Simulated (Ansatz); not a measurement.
# InAs: stationary points along a deformation path

Method: DFT PBE, scalar-relativistic, plane waves, PAW (Ansatz). Cutoff 420 eV, Γ-centred 18×18×18 k-points, Gaussian smearing of 0.15 eV. No spin polarisation. Energies are free energies at this smearing, counted from the undisturbed cell; pressure is positive in compression.

The starting cell (relaxed at this level):

```yaml
crystal:
  lattice:
    - [0.00000, 3.09338, 3.09338]
    - [3.09338, 0.00000, 3.09338]
    - [3.09338, 3.09338, 0.00000]
  atoms:
    - { symbol: In, position: [0.00000, 0.00000, 0.00000] }
    - { symbol: As, position: [0.75000, 0.75000, 0.75000] }
```

At fixed volume and fractional coordinates, lengths along (0.000, 0.000, 1.000) are scaled against those across it; ρ is that ratio over its starting value. V = 29.601 Å³/atom. Δσ is the stress along the axis less the mean stress across it (compression positive).

```
    ρ  ΔE (meV/atom)  Δσ (GPa) space group
0.650          221.4      6.29        I-4m2
0.707          158.2      5.89        I-4m2
0.780           91.6      5.04        I-4m2
0.850           43.9      3.90        I-4m2
0.920           12.8      2.36        I-4m2
0.960            3.3      1.26        I-4m2
1.000            0.0      0.00        F-43m
1.050            5.2     -1.79        I-4m2
1.100           21.0     -3.76        I-4m2
1.200           83.8     -8.05        I-4m2
1.300          182.2    -11.70        I-4m2
1.414          314.6    -13.38        I-4m2
1.500          408.1    -12.01        I-4m2
```

Q: How does the stress give the slope of the energy, and where is the energy stationary?

A: Along the path d ln(length) is 2/3 d ln ρ on the axis and −1/3 d ln ρ across it, so dE/d ln ρ = −(2/3) V Δσ: the energy falls with ρ where Δσ is positive. Δσ vanishes or changes sign at ρ = 1.000 (F-43m), a minimum at 0.0 meV/atom. Pairs of stationary points between two samples would go unseen, and could change a minimum read from distant neighbours into a maximum. At ρ = 1.000 the cell is cubic, where symmetry alone makes the stress isotropic and the slope zero.

Q: Which shear constant sets the curvature at ρ = 1?

A: For a cubic crystal E/V = (2/3) C (ln ρ)² with C = C′ = (C11 − C12)/2, so Δσ = −2C ln ρ. The parabola of Δσ against ln ρ through ρ = 0.960, 1 and 1.050 gives C ≈ 16.7 GPa with the ions clamped, rough because the steps are large.

Q: Integrate that slope from ρ = 1 to 1.200 by the trapezoid rule.

A: With V/N in Å³ and 1 eV/Å³ = 160.2 GPa the slopes at ρ = 1.000, 1.050, 1.100, 1.200 are 0, 220, 464, 991 meV/atom per unit of ln ρ. The steps add 5.4 + 15.9 + 63.3 = 84.6 meV/atom, against 83.8 from the energies; the trapezoid rule misses the curvature of the slope within each step.

The gap closes along the scan, which can put kinks into the curve.

Cost: 13 runs of about 3.9 core-minutes in all, on AMD EPYC 9R45 (Zen 5) (shared hosts).